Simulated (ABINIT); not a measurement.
# PbSe (Clausthalite) (Fm-3m) in ABINIT: further runs, part 2 of 2

ABINIT 10.8.3 (patched build). Earlier steps stand in the parts before.

## Step 5: Band structure, LDA-PZ

run.abi reads:

```
ndtset 2

pp_dirpath "./"
pseudos "Pb.LDA_PW-JTH_sp.xml, Se.LDA_PW-JTH.xml"

acell 8.1795146323 8.1795146323 8.1795146323
rprim
     0.0000000000     0.7071067812     0.7071067812
     0.7071067812     0.0000000000     0.7071067812
     0.7071067812     0.7071067812     0.0000000000
ntypat 2
znucl 82 34
natom 2
typat 1 2
xred
     0.0000000000     0.0000000000     0.0000000000
     0.5000000000     0.5000000000     0.5000000000

ecut 15.0
pawecutdg 30.0

ixc 2

occopt 3
tsmear 0.00183747

nstep 100

iomode 3
prtwf 0
prteig 0
prtebands 0
prtden1 1

kptopt1 1
ngkpt1 8 8 8
nshiftk1 1
shiftk1 0.0 0.0 0.0
nband1 9
tolvrs1 1.0e-9

iscf2 -2
getden2 1
nband2 13
nbdbuf2 2
tolwfr2 1.0e-12
kptopt2 -9
ndivsm2 8
prteig2 1
prtvol2 -3
kptbounds2
     0.0000000000     0.0000000000     0.0000000000
     0.5000000000     0.0000000000     0.5000000000
     0.5000000000     0.2500000000     0.7500000000
     0.3750000000     0.3750000000     0.7500000000
     0.0000000000     0.0000000000     0.0000000000
     0.5000000000     0.5000000000     0.5000000000
     0.6250000000     0.2500000000     0.6250000000
     0.5000000000     0.2500000000     0.7500000000
     0.5000000000     0.5000000000     0.5000000000
     0.3750000000     0.3750000000     0.7500000000
```

Potentials or basis: JTH PAW LDA v2.0 sp.

On the command line:

```sh
abinit run.abi > log 2>&1
```

It took 27 s on 1 thread of AMD EPYC 9R14 (Zen 4), shared host; peak memory 0.12 GiB.

The run converged. Its results:

```yaml
Free_energy: -367.1027 eV
Pressure: -2.1 GPa
Band_gap_on_the_k_mesh: 0.20 eV, direct
Band_gap_along_the_path: 0.20 eV, direct
Valence_electrons_inside_the_program's_atomic_spheres: Pb 2.55; Se 3.90
```

Levels at the corners of the path, in eV from the valence-band top:
| point | band 2 | band 3 | band 4 | band 5 | band 6 | band 7 | band 8 | band 9 |
| --- | --- | --- | --- | --- | --- | --- | --- | --- |
| Γ | -6.43 | -1.78 | -1.78 | -1.78 | 4.65 | 4.65 | 4.65 | 6.30 |
| X | -7.50 | -4.98 | -3.19 | -3.19 | 3.64 | 5.56 | 5.56 | 6.01 |
| W | -8.12 | -4.22 | -4.22 | -0.74 | 1.80 | 4.96 | 4.96 | 7.46 |
| K | -8.14 | -4.57 | -2.69 | -2.40 | 3.37 | 3.96 | 5.43 | 5.69 |
| Γ | -6.43 | -1.78 | -1.78 | -1.78 | 4.65 | 4.65 | 4.65 | 6.30 |
| L | -8.89 | -1.42 | -1.42 | 0.00 | 0.20 | 1.63 | 1.63 | 8.02 |
| U | -8.14 | -4.57 | -2.69 | -2.40 | 3.37 | 3.96 | 5.43 | 5.69 |
| W | -8.12 | -4.22 | -4.22 | -0.74 | 1.80 | 4.96 | 4.96 | 7.46 |
| L | -8.89 | -1.42 | -1.42 | 0.00 | 0.20 | 1.63 | 1.63 | 8.02 |
| K | -8.14 | -4.57 | -2.69 | -2.40 | 3.37 | 3.96 | 5.43 | 5.69 |

Caveat: spin-orbit coupling is left out, which as a rule narrows the gap of such compounds by several tenths of an eV; this set keeps more shells in the core, which shifts pressures and gaps.

## Step 6: Equation of state, LDA-VWN

run.abi reads:

```
# Datasets: one volume each
ndtset 7
getwfk -1
scalecart1 3*0.9795861087
scalecart2 3*0.9864848297
scalecart3 3*0.9932883884
scalecart4 3*1.0000000000
scalecart5 3*1.0066227096
scalecart6 3*1.0131594038
scalecart7 3*1.0196128224

# Pseudopotentials
pp_dirpath "./"
pseudos "Pb.LDA_PW-JTH_sp.xml, Se.LDA_PW-JTH.xml"

# Structure
acell 3*1.0 Angstrom
rprim
     0.0000000000     3.0606500000     3.0606500000
     3.0606500000     0.0000000000     3.0606500000
     3.0606500000     3.0606500000     0.0000000000
ntypat 2
znucl 82 34
natom 2
typat 1 2
xred
     0.0000000000     0.0000000000     0.0000000000
     0.5000000000     0.5000000000     0.5000000000

# Plane-wave basis
ecut 15.0
pawecutdg 30.0

# k points
kptopt 1
ngkpt 8 8 8
nshiftk 1
shiftk 0.0 0.0 0.0

# Exchange and correlation
ixc -1007

# Bands and occupations
nband 9
occopt 3
tsmear 0.05 eV

# SCF cycle
nstep 100
tolvrs 1.0e-9

# Output
iomode 3
prtwf 1
prtden 0
prteig 0
prtebands 0
enunit 1
```

Potentials or basis: JTH PAW LDA v2.0 sp.

On the command line:

```sh
abinit run.abi > log 2>&1
```

run.abo:

```text
.Version 10.8.3 of ABINIT
 DATASET    1 : space group Fm -3 m (#225); Bravais cF (face-center cubic)
================================================================================
 Values of the parameters that define the memory need for DATASET  1.
     intxc =       0    ionmov =       0      iscf =      17    lmnmax =      13
     lnmax =       5     mgfft =      30  mpssoang =       3    mqgrid =    3001
     natom =       2  nloc_mem =       2    nspden =       1   nspinor =       1
    nsppol =       1      nsym =      48    n1xccc =       1    ntypat =       2
    occopt =       3   xclevel =       1
       mpw =        1036          nfft =       27000          nkpt =          29
 PAW method is used; the additional fine FFT grid is defined by:
   mgfftf=        40    nfftf =     64000
================================================================================
================================================================================
[... 71 lines left out ...]
 DATASET    7 : space group Fm -3 m (#225); Bravais cF (face-center cubic)
================================================================================
 Values of the parameters that define the memory need for DATASET  7.
     intxc =       0    ionmov =       0      iscf =      17    lmnmax =      13
     lnmax =       5     mgfft =      30  mpssoang =       3    mqgrid =    3001
     natom =       2  nloc_mem =       2    nspden =       1   nspinor =       1
    nsppol =       1      nsym =      48    n1xccc =       1    ntypat =       2
    occopt =       3   xclevel =       1
       mpw =        1155          nfft =       27000          nkpt =          29
 PAW method is used; the additional fine FFT grid is defined by:
[... 1366 lines left out ...]
            acell      1.8897261259E+00  1.8897261259E+00  1.8897261259E+00 Bohr
           etotal1    -1.3491221676E+01
           etotal2    -1.3491425527E+01
           etotal3    -1.3491300702E+01
           etotal4    -1.3490882617E+01
           etotal5    -1.3490200790E+01
           etotal6    -1.3489283217E+01
           etotal7    -1.3488155855E+01
            fcart1    -0.0000000000E+00 -0.0000000000E+00 -0.0000000000E+00
                      -0.0000000000E+00 -0.0000000000E+00 -0.0000000000E+00
            fcart2    -0.0000000000E+00 -0.0000000000E+00 -0.0000000000E+00
                      -0.0000000000E+00 -0.0000000000E+00 -0.0000000000E+00
            fcart3    -0.0000000000E+00 -0.0000000000E+00 -0.0000000000E+00
                      -0.0000000000E+00 -0.0000000000E+00 -0.0000000000E+00
            fcart4    -0.0000000000E+00 -0.0000000000E+00 -0.0000000000E+00
                      -0.0000000000E+00 -0.0000000000E+00 -0.0000000000E+00
            fcart5    -0.0000000000E+00 -0.0000000000E+00 -0.0000000000E+00
                      -0.0000000000E+00 -0.0000000000E+00 -0.0000000000E+00
[... 38 lines left out ...]
                       0.0000000000E+00  0.0000000000E+00  0.0000000000E+00
           xangst1     0.0000000000E+00  0.0000000000E+00  0.0000000000E+00
                       2.9981702236E+00  2.9981702236E+00  2.9981702236E+00
           xangst2     0.0000000000E+00  0.0000000000E+00  0.0000000000E+00
                       3.0192847940E+00  3.0192847940E+00  3.0192847940E+00
           xangst3     0.0000000000E+00  0.0000000000E+00  0.0000000000E+00
                       3.0401081060E+00  3.0401081060E+00  3.0401081060E+00
           xangst4     0.0000000000E+00  0.0000000000E+00  0.0000000000E+00
                       3.0606500000E+00  3.0606500000E+00  3.0606500000E+00
           xangst5     0.0000000000E+00  0.0000000000E+00  0.0000000000E+00
                       3.0809197961E+00  3.0809197961E+00  3.0809197961E+00
           xangst6     0.0000000000E+00  0.0000000000E+00  0.0000000000E+00
                       3.1009263292E+00  3.1009263292E+00  3.1009263292E+00
           xangst7     0.0000000000E+00  0.0000000000E+00  0.0000000000E+00
                       3.1206779849E+00  3.1206779849E+00  3.1206779849E+00
             xred      0.0000000000E+00  0.0000000000E+00  0.0000000000E+00
                       5.0000000000E-01  5.0000000000E-01  5.0000000000E-01
 Calculation completed.
```

It took 33 s on 1 thread of AMD EPYC 9R14 (Zen 4), shared host; peak memory 0.13 GiB.

Results:

```
Equilibrium volume                      : 27.58 Å³/atom
Bulk modulus                            : 59 GPa
Pressure derivative of the bulk modulus : 4.4
```

Energy against volume, from the lowest point:
| volume (Å³/atom) | energy (meV/atom) |
| --- | --- |
| 26.951 | 2.77 |
| 27.524 | 0.00 |
| 28.097 | 1.70 |
| 28.671 | 7.39 |
| 29.244 | 16.66 |
| 29.818 | 29.15 |
| 30.391 | 44.49 |

Caveat: pressures at fixed basis lie under the slope of the energies; this set keeps more shells in the core, which shifts pressures and gaps. Spin-orbit coupling is left out, which matters for the levels of Pb.

## Step 7: The runs side by side

| task | level | potentials or basis | cutoff (eV) | fine-grid cutoff | gap on the mesh (eV) | pressure (GPa) | V0 of scaled cells (Å³/atom) | B0 (GPa) |
| --- | --- | --- | --- | --- | --- | --- | --- | --- |
| band structure | PBE | JTH PAW PBE v2.0 sp | 408 | 816.342 eV | 0.31 | 2.4 | - | - |
| equation of state | PBEsol | JTH PAW PBE v2.0 | 327 | 653.073 eV | - | - | 28.43 | 53 |
| equation of state | PBE | JTH PAW PBE v2.0 sp | 408 | 816.342 eV | - | - | 30.03 | 49 |
| band structure | LDA-PZ | JTH PAW LDA v2.0 sp | 408 | 816.342 eV | 0.20 | -2.1 | - | - |
| equation of state | LDA-VWN | JTH PAW LDA v2.0 sp | 408 | 816.342 eV | - | - | 27.58 | 59 |

Alike in all rows: no spin polarisation; cell as given; k mesh 8 × 8 × 8; smearing fermi-dirac 0.05 eV.

Caveats: this set keeps more shells in the core, which shifts pressures and gaps (some runs); pressures at fixed basis lie under the slope of the energies (some runs); spin-orbit coupling is left out, which as a rule narrows the gap of such compounds by several tenths of an eV (some runs); the PAW data sets were made with another functional, which shifts forces and pressure a little (some runs).

Total energies depend on the potentials used, so only differences within one code and one set of settings carry meaning.

## Step 8: Comparison with measurements

Step 2. Measured gap of PbSe: 0.28 eV (direct; 300 K; a printed reference work, monograph). This calculation gives 0.31 eV (+0.03 eV). 2 values of this kind are on record (0.15 to 0.28 eV); this one was drawn at random. Spin-orbit coupling on Pb, Se is left out. The value is that of PBE, without temperature or zero-point motion.

Step 3. The cell as given is a measured one (28.67 Å³/atom); PBEsol puts the equilibrium volume -0.8 % from it, thermal expansion not counted.

Step 4. The cell as given is a measured one (28.67 Å³/atom); PBE puts the equilibrium volume +4.8 % from it, thermal expansion not counted.

Step 5. Against the measured gap of PbSe, 0.28 eV (direct; 300 K; a printed reference work, monograph), the calculated 0.20 eV is off by -0.08 eV. 2 values of this kind are on record (0.15 to 0.28 eV); this one was drawn at random. Spin-orbit coupling on Pb, Se is left out. The value is that of LDA-PZ, without temperature or zero-point motion. Semilocal functionals fall short of measured gaps as a rule.

Step 6. The cell as given is a measured one (28.67 Å³/atom); LDA-VWN puts the equilibrium volume -3.8 % from it, thermal expansion not counted.
